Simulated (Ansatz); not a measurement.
# Ag, bcc: how the functional moves the structure

All rows: Ansatz, plane waves with scalar-relativistic PAW, 420 eV (500 eV for the SCAN forms), relaxed under each functional, no dispersion correction, no zero-point motion. B₀ comes from uniform scaling at fixed shape; a dash is a value not given.

```csv
functional,V (Å³/atom),cell,B₀ (GPa),magnetic state,ΔE to fcc (meV/atom)
PBE,18.02,a = 3.303 Å,89,spin not included,31
r²SCAN,17.45,a = 3.268 Å,101,spin not included,36
PBEsol,16.78,a = 3.226 Å,116,spin not included,41
LDA,16.12,a = 3.183 Å,134,spin not included,39
revPBE,18.64,a = 3.341 Å,77,spin not included,28
RPBE,18.90,a = 3.356 Å,72,spin not included,27
BLYP,19.50,a = 3.391 Å,68,spin not included,22
```

LDA gives the smallest volume and BLYP the largest.
